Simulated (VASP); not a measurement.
# ZnGe2N2 (P-3m1) in VASP: density of states with PBE

Aim: the density of states of ZnGe2N2 with PBE.

Program: VASP 6.6.1. These are calculated values, not measurements. Logs are shortened: lines on timing, memory, paths and dates and some standing lists are left out, and cuts for length are marked.

**1. The structure**

The structure is trigonal, space group P-3m1 (No. 164). Conventional cell: a = 3.115 Å, b = 3.115 Å, c = 8.074 Å, α = 90.00°, β = 90.00°, γ = 120.00°. Around Zn (site symmetry -3m) lie 2 N at 2.00 Å. Ge (site symmetry 3m) has 3 N at 2.00 Å as nearest neighbours. N (site symmetry 3m) is surrounded by 3 Ge at 2.00 Å and 1 Zn at 2.00 Å.

The cell was built by a generator and needn't be a form met in nature.

**2. Density of states, PBE**

POSCAR reads:

```
ZnGe2N2                                 
1.0
    3.1153854862      0.0000000000      0.0000000000
   -1.5576927431      2.6980029676      0.0000000000
   -0.0000000000     -0.0000000000      8.0743467615
  Zn              Ge              N             
     1     2     2
Direct
     0.0000000000000000    0.0000000000000000    0.0000000000000000
     0.3333333300000021    0.6666666699999979    0.3571732910834448
     0.6666666699999979    0.3333333300000021    0.6428267089165551
     0.0000000000000000    0.0000000000000000    0.7517459528761792
     0.0000000000000000    0.0000000000000000    0.2482540471238209
```

INCAR.step1 reads:

```
ALGO = Normal
EDIFF = 1E-6
ENCUT = 520
GGA = PE
ISIF = 2
ISMEAR = 0
KPAR = 4
LASPH = T
LCHARG = T
LREAL = F
LWAVE = F
NELM = 80
PREC = Accurate
SIGMA = 0.1
```

KPOINTS.step1 reads:

```
k-points
0
Gamma
  12 12 4
```

INCAR.step2 reads:

```
ALGO = Normal
EDIFF = 1E-6
ENCUT = 520
GGA = PE
ICHARG = 11
ISIF = 2
ISMEAR = -5
KPAR = 4
LASPH = T
LCHARG = F
LORBIT = 11
LREAL = F
LWAVE = F
NEDOS = 1001
NELM = 80
PREC = Accurate
SIGMA = 0.1
```

KPOINTS.step2 reads:

```
k-points
0
Gamma
  18 18 6
```

Potentials or basis: VASP PAW PBE potentials, release 64 (Zn, Ge_d, N).

Launch:

```bash
$ cat potpaw_PBE.64/Zn/POTCAR potpaw_PBE.64/Ge_d/POTCAR potpaw_PBE.64/N/POTCAR > POTCAR
$ cp INCAR.step1 INCAR
$ cp KPOINTS.step1 KPOINTS
$ mpirun -np 4 vasp_std > vasp.out
$ cp INCAR.step2 INCAR
$ cp KPOINTS.step2 KPOINTS
$ mpirun -np 4 vasp_std > vasp.out
```

OUTCAR:

```text
EDIFF = 1E-6
   ENCUT = 520
   GGA = PE
   ICHARG = 11
   ISIF = 2
   ISMEAR = -5
   LASPH = T
   LORBIT = 11
   LREAL = F
   NELM = 80
   PREC = Accurate

 ion  position               nearest neighbor table
   1  0.000  0.000  0.000-   4 2.00   5 2.00
   2  0.333  0.667  0.357-   5 2.00   5 2.00   5 2.00
   3  0.667  0.333  0.643-   4 2.00   4 2.00   4 2.00
   4  0.000  0.000  0.752-   3 2.00   3 2.00   3 2.00   1 2.00
   5  0.000  0.000  0.248-   2 2.00   2 2.00   2 2.00   1 2.00

  LATTYP: Found a hexagonal cell.
 ALAT       =     3.1153854862
 C/A-ratio  =     2.5917649027

  Lattice vectors:

 A1 = (   3.1153854862,   0.0000000000,   0.0000000000)
 A2 = (  -1.5576927431,   2.6980029676,   0.0000000000)
 A3 = (   0.0000000000,   0.0000000000,   8.0743467615)

Analysis of symmetry for initial positions (statically):
=====================================================================
 Subroutine PRICEL returns:
 Original cell was already a primitive cell.

 Routine SETGRP: Setting up the symmetry group for a
 hexagonal supercell.

 Subroutine GETGRP returns: Found 12 space group operations
 (whereof 12 operations were pure point group operations)
 out of a pool of 24 trial point group operations.

The static configuration has the point symmetry D_3d.

Analysis of symmetry for dynamics (positions and initial velocities):
=====================================================================
 Subroutine PRICEL returns:
 Original cell was already a primitive cell.

 Routine SETGRP: Setting up the symmetry group for a
 hexagonal supercell.

 Subroutine GETGRP returns: Found 12 space group operations
 (whereof 12 operations were pure point group operations)
 out of a pool of 24 trial point group operations.

The dynamic configuration has the point symmetry D_3d.

 Subroutine INISYM returns: Found 12 space group operations
 (whereof 12 operations are pure point group operations),
 and found     1 'primitive' translations

----------------------------------------------------------------------------------------

                                     Primitive cell

  volume of cell :      67.8675

  direct lattice vectors                    reciprocal lattice vectors
     3.115385486  0.000000000  0.000000000     0.320987565  0.185322257  0.000000000
    -1.557692743  2.698002968  0.000000000     0.000000000  0.370644514  0.000000000
     0.000000000  0.000000000  8.074346761     0.000000000  0.000000000  0.123849028

  length of vectors
     3.115385486  3.115385481  8.074346761     0.370644514  0.370644514  0.123849028

  position of ions in fractional coordinates (direct lattice)
     0.000000000  0.000000000  0.000000000
     0.333333330  0.666666670  0.357173291
     0.666666670  0.333333330  0.642826709
     0.000000000  0.000000000  0.751745953
     0.000000000  0.000000000  0.248254047

  ion indices of the primitive-cell ions
   primitive index   ion index
                 1           1
                 2           2
                 3           3
                 4           4
                 5           5

----------------------------------------------------------------------------------------

 KPOINTS: k-points

Automatic generation of k-mesh.
 Grid dimensions read from file:
 generate k-points for:   18   18    6

 Generating k-lattice:

  Cartesian coordinates                     Fractional coordinates (reciprocal lattice)
     0.017832642  0.010295681  0.000000000     0.055555556  0.000000000  0.000000000
     0.000000000  0.020591362  0.000000000     0.000000000  0.055555556  0.000000000
     0.000000000  0.000000000  0.020641505     0.000000000  0.000000000  0.166666667

  Length of vectors
     0.020591362  0.020591362  0.020641505

  Shift w.r.t. Gamma in fractional coordinates (k-lattice)
     0.000000000  0.000000000  0.000000000

 TETIRR: Found   2825 inequivalent tetrahedra from    11664

 Subroutine IBZKPT returns following result:
 ===========================================

 Found    202 irreducible k-points:

 Following reciprocal coordinates:
            Coordinates               Weight
  0.000000  0.000000  0.000000      1.000000
  0.055556  0.000000  0.000000      6.000000
  0.111111  0.000000  0.000000      6.000000
  0.166667 -0.000000  0.000000      6.000000
  0.222222  0.000000  0.000000      6.000000
  0.277778 -0.000000  0.000000      6.000000
[... 16 lines left out ...]
  0.333333  0.111111  0.000000     12.000000
  0.388889  0.111111  0.000000     12.000000
 [... further k-points ...]
   k-points           NKPTS =    202   k-points in BZ     NKDIM =    202   number of bands    NBANDS=     30
   number of dos      NEDOS =   1001   number of ions     NIONS =      5
   total plane-waves  NPLWV =  34560
   dimension x,y,z NGX =    24 NGY =   24 NGZ =   60
   dimension x,y,z NGXF=    48 NGYF=   48 NGZF=  120
   ions per type =               1   2   2
   NGX,Y,Z   is equivalent  to a cutoff of  12.81, 12.81, 12.35 a.u.
   NGXF,Y,Z  is equivalent  to a cutoff of  25.61, 25.61, 24.71 a.u.
 SYSTEM =  unknown system
   PREC   = accura    normal or accurate (medium, high low for compatibility)
   ISTART =      0    job   : 0-new  1-cont  2-samecut
   ICHARG =     11    charge: 1-file 2-atom 10-const
   ISPIN  =      1    spin polarized calculation?
   LNONCOLLINEAR =      F non collinear calculations
   LSORBIT =      F    spin-orbit coupling
   LASPH  =      T    aspherical Exc in radial PAW
   ENCUT  =  520.0 eV  38.22 Ry    6.18 a.u.   5.79  5.79 15.01*2*pi/ulx,y,z
   NELM   =     80;   NELMIN=  2; NELMDL=  0     # of ELM steps
   EDIFF  = 0.1E-05   stopping-criterion for ELM
   LREAL  =      F    real-space projection
   EDIFFG = 0.1E-04   stopping-criterion for IOM
   NSW    =      0    number of steps for IOM
   IBRION =     -1    ionic relax: 0-MD 1-quasi-New 2-CG
   NFREE  =      0    steps in history (QN), initial steepest desc. (CG)
   ISIF   =      2    stress and relaxation
   ISYM   =      2    0-nonsym 1-usesym 2-fastsym
   POTIM  = 0.5000    time-step for ionic-motion
   TEBEG  =    0.0;   TEEND  =   0.0 temperature during run
   PSTRESS=    0.0 pullay stress
   NELECT =      50.0000    total number of electrons
   NUPDOWN=      -1.0000    fix difference up-down
   EMIN   =  10.00;   EMAX   =-10.00  energy-range for DOS
   EFERMI =   0.00;   METHOD = LEGACY
   ISMEAR =    -5;   SIGMA  =   0.10  broadening in eV -4-tet -1-fermi 0-gaus
   EFERMI_NEDOS =   21; number of points for ismear=-14 and -15
   IALGO  =     38    algorithm
   IMIX   =      4    mixing-type and parameters
     AMIX     =   0.40;   BMIX     =  1.00
     AMIX_MAG =   1.60;   BMIX_MAG =  1.00
  volume/ion in A,a.u.               =      13.57        91.60
  Fermi-wavevector in a.u.,A,eV,Ry     =   1.478578  2.794108 29.744968  2.186193
  Thomas-Fermi vector in A             =   2.592842
   LORBIT       =     11    0 simple, 1 ext, 2 COOP (PROOUT), +10 PAW based schemes
   GGA     = PE    functional components
   LHFCALC =     F    Hartree Fock is set to
   AEXX    =    0.0000 exact exchange contribution
   IVDW    =     0    specifies the selected vdW correction
   LEPSILON=     F    determine dielectric tensor
   LRPA    =     F    only Hartree local field effects (RPA)
 non-spin polarized calculation
 Fermi weights with tetrahedron method with Bloechl corrections
  energy-cutoff  :      520.00
  volume of cell :       67.87
 maximum number of plane-waves:      1844

 number of electron      49.9999973 magnetization

 Free energy of the ion-electron system (eV)
  ---------------------------------------------------
  ext. energy  EPLUGINS =         0.00000000
  ---------------------------------------------------
  free energy    TOTEN  =       -25.76150132 eV

  energy without entropy =      -25.76150132  energy(sigma->0) =      -25.76150132

 E-fermi :   6.0538     XC(G=0): -11.2732

 val. band max:        6.1248363197   @ k =   0.1667   0.1667   0.0000
 cond. band min:       5.9784977284   @ k =   0.2778   0.2222   0.0000
 fundamental gap:     -0.1463385912
 Fermi energy:         6.0538057405

 k-point     1 :       0.0000    0.0000    0.0000
  band No.  band energies     occupation
      1     -19.2573      2.00000
      2     -19.2573      2.00000
      3     -19.2438      2.00000
      4     -19.2438      2.00000
      5     -19.2091      2.00000
      6     -19.1916      2.00000
[... 22 lines left out ...]
     29      11.6534      0.00000
     30      11.6535      0.00000

 k-point     2 :       0.0556    0.0000    0.0000
  band No.  band energies     occupation
      1     -19.2591      2.00000
      2     -19.2555      2.00000
      3     -19.2459      2.00000
      4     -19.2413      2.00000
      5     -19.2071      2.00000
      6     -19.1899      2.00000
[... 22 lines left out ...]
     29      11.6552      0.00000
     30      11.7918      0.00000

 k-point     3 :       0.1111    0.0000    0.0000
  band No.  band energies     occupation
      1     -19.2644      2.00000
      2     -19.2517      2.00000
      3     -19.2504      2.00000
      4     -19.2343      2.00000
      5     -19.2011      2.00000
      6     -19.1859      2.00000
[... 22 lines left out ...]
     29      11.6465      0.00000
     30      11.7886      0.00000

 k-point     4 :       0.1667   -0.0000    0.0000
  band No.  band energies     occupation
      1     -19.2730      2.00000
      2     -19.2599      2.00000
      3     -19.2429      2.00000
      4     -19.2237      2.00000
      5     -19.1921      2.00000
      6     -19.1826      2.00000
[... 22 lines left out ...]
     29      11.5139      0.00000
     30      11.5997      0.00000

 k-point     5 :       0.2222    0.0000    0.0000
  band No.  band energies     occupation
      1     -19.2842      2.00000
      2     -19.2694      2.00000
      3     -19.2342      2.00000
      4     -19.2107      2.00000
      5     -19.1860      2.00000
      6     -19.1834      2.00000
[... 22 lines left out ...]
     29      11.1152      0.00000
     30      11.5007      0.00000
[... 526 lines left out ...]
     29      10.7329      0.00000
     30      11.3843      0.00000

 k-point    22 :       0.2778    0.1111    0.0000
  band No.  band energies     occupation
      1     -19.3022      2.00000
      2     -19.2860      2.00000
      3     -19.2229      2.00000
      4     -19.2013      2.00000
      5     -19.1948      2.00000
      6     -19.1807      2.00000
[... 22 lines left out ...]
     29      10.2653      0.00000
     30      11.1115      0.00000

 k-point    23 :       0.3333    0.1111    0.0000
  band No.  band energies     occupation
      1     -19.3110      2.00000
      2     -19.2911      2.00000
      3     -19.2218      2.00000
      4     -19.2050      2.00000
      5     -19.1897      2.00000
      6     -19.1797      2.00000
[... 22 lines left out ...]
     29       9.7937      0.00000
     30      10.9451      0.00000

 k-point    24 :       0.3889    0.1111    0.0000
  band No.  band energies     occupation
      1     -19.3167      2.00000
      2     -19.2945      2.00000
      3     -19.2216      2.00000
      4     -19.2082      2.00000
      5     -19.1887      2.00000
      6     -19.1762      2.00000
[... 22 lines left out ...]
     29       9.5697      0.00000
     30      10.8593      0.00000

 [... further k-points ...]

------------------------ aborting loop because EDIFF is reached ----------------------------------------

  FORCE on cell =-STRESS in cart. coord.  units (eV):
  Direction    XX          YY          ZZ          XY          YZ          ZX
  --------------------------------------------------------------------------------------
  -------------------------------------------------------------------------------------
  Total        0.1263121      0.1263121      0.1159566      0.0000000      0.0000000      0.0000000
  in kB        2.9819054      2.9819054      2.7374385      0.0000000      0.0000000      0.0000000
  external PRESSURE =       2.9004164 kB  Pullay stress =       0.0000000 kB

 VOLUME and BASIS-vectors are now :
 -----------------------------------------------------------------------------
  energy-cutoff  :      520.00
  volume of cell :       67.87
      direct lattice vectors                 reciprocal lattice vectors
     3.115385486  0.000000000  0.000000000     0.320987565  0.185322257  0.000000000
    -1.557692743  2.698002968  0.000000000     0.000000000  0.370644514  0.000000000
     0.000000000  0.000000000  8.074346761     0.000000000  0.000000000  0.123849028

 POSITION                                       TOTAL-FORCE (eV/Angst)
 -----------------------------------------------------------------------------------
      0.00000      0.00000      0.00000        -0.000000      0.000000      0.000000
     -0.00000      1.79867      2.88394         0.000000     -0.000000     -0.016663
      1.55769      0.89933      5.19041        -0.000000      0.000000      0.016663
      0.00000      0.00000      6.06986         0.000000      0.000000     -0.051820
      0.00000      0.00000      2.00449        -0.000000      0.000000      0.051820
 -----------------------------------------------------------------------------------
    total drift:                               -0.000000      0.000000      0.000000

  FREE ENERGIE OF THE ION-ELECTRON SYSTEM (eV)
  ---------------------------------------------------
  free  energy   TOTEN  =       -25.7615013247 eV

  energy  without entropy=      -25.7615013247  energy(sigma->0) =      -25.76150132

 total charge

# of ion       s       p       d       tot
------------------------------------------
    1        0.589   0.388   9.764  10.741
    2        1.134   1.074  10.154  12.363
    3        1.134   1.074  10.154  12.363
    4        1.271   2.406   0.000   3.677
    5        1.271   2.406   0.000   3.677
--------------------------------------------------
tot          5.401   7.348  30.072  42.821
```

Wall time 41 s (4 MPI ranks of Intel Xeon 6975P-C (Granite Rapids), shared host); peak memory 0.46 GiB.

What came out:

```yaml
Valence_electrons_inside_the_program's_atomic_spheres: Zn 10.74; Ge 12.36; N 3.68
```

States per cell in windows of 0.5 eV (zero at the Fermi level; states under -8 eV left out):
| from (eV) | total | Zn1_d | N4_p | N5_p | Ge2_p | Ge3_p | Zn1_p |
| --- | --- | --- | --- | --- | --- | --- | --- |
| -8.0 | 6.29 | 5.37 | 0.11 | 0.11 | 0.04 | 0.04 | 0.01 |
| -7.5 | 4.22 | 3.66 | 0.05 | 0.05 | 0.01 | 0.01 | 0.01 |
| -7.0 | 0.73 | 0.17 | 0.06 | 0.06 | 0.02 | 0.02 | 0.02 |
| -6.5 | 1.33 | 0.22 | 0.15 | 0.15 | 0.10 | 0.10 | 0.03 |
| -6.0 | 0.82 | 0.11 | 0.11 | 0.11 | 0.06 | 0.06 | 0.01 |
| -5.5 | 1.47 | 0.13 | 0.24 | 0.24 | 0.09 | 0.09 | 0.04 |
| -5.0 | 1.59 | 0.12 | 0.30 | 0.30 | 0.09 | 0.09 | 0.04 |
| -4.5 | 1.14 | 0.04 | 0.25 | 0.25 | 0.09 | 0.09 | 0.01 |
| -4.0 | 0.99 | 0.02 | 0.21 | 0.21 | 0.08 | 0.08 | 0.01 |
| -3.5 | 1.34 | 0.02 | 0.25 | 0.25 | 0.11 | 0.11 | 0.02 |
| -3.0 | 1.04 | 0.02 | 0.18 | 0.18 | 0.09 | 0.09 | 0.03 |
| -2.5 | 0.03 | 0.00 | 0.00 | 0.00 | 0.00 | 0.00 | 0.00 |
| -2.0 | 0.31 | 0.00 | 0.03 | 0.03 | 0.02 | 0.02 | 0.01 |
| -1.5 | 0.62 | 0.01 | 0.06 | 0.06 | 0.04 | 0.04 | 0.02 |
| -1.0 | 0.45 | 0.02 | 0.04 | 0.04 | 0.03 | 0.03 | 0.02 |
| -0.5 | 0.61 | 0.04 | 0.05 | 0.05 | 0.03 | 0.03 | 0.05 |
| 0.0 | 0.92 | 0.04 | 0.07 | 0.07 | 0.04 | 0.04 | 0.12 |
| 0.5 | 0.57 | 0.02 | 0.05 | 0.05 | 0.02 | 0.02 | 0.06 |
| 1.0 | 0.37 | 0.02 | 0.05 | 0.05 | 0.01 | 0.01 | 0.02 |
| 1.5 | 0.46 | 0.02 | 0.04 | 0.04 | 0.02 | 0.02 | 0.02 |
| 2.0 | 0.70 | 0.01 | 0.04 | 0.04 | 0.05 | 0.05 | 0.04 |
| 2.5 | 0.99 | 0.01 | 0.07 | 0.07 | 0.08 | 0.08 | 0.04 |
| 3.0 | 0.84 | 0.01 | 0.07 | 0.07 | 0.07 | 0.07 | 0.03 |
| 3.5 | 1.37 | 0.02 | 0.13 | 0.13 | 0.11 | 0.11 | 0.04 |
| 4.0 | 1.24 | 0.02 | 0.13 | 0.13 | 0.10 | 0.10 | 0.04 |
| 4.5 | 1.22 | 0.03 | 0.09 | 0.09 | 0.13 | 0.13 | 0.04 |
| 5.0 | 0.69 | 0.01 | 0.04 | 0.04 | 0.11 | 0.11 | 0.02 |
| 5.5 | 0.62 | 0.00 | 0.03 | 0.03 | 0.13 | 0.13 | 0.01 |
| 6.0 | 0.00 | 0.00 | 0.00 | 0.00 | 0.00 | 0.00 | 0.00 |
| 6.5 | 0.00 | 0.00 | 0.00 | 0.00 | 0.00 | 0.00 | 0.00 |

Caveat: tetrahedron occupations give inexact forces and stress in metals.
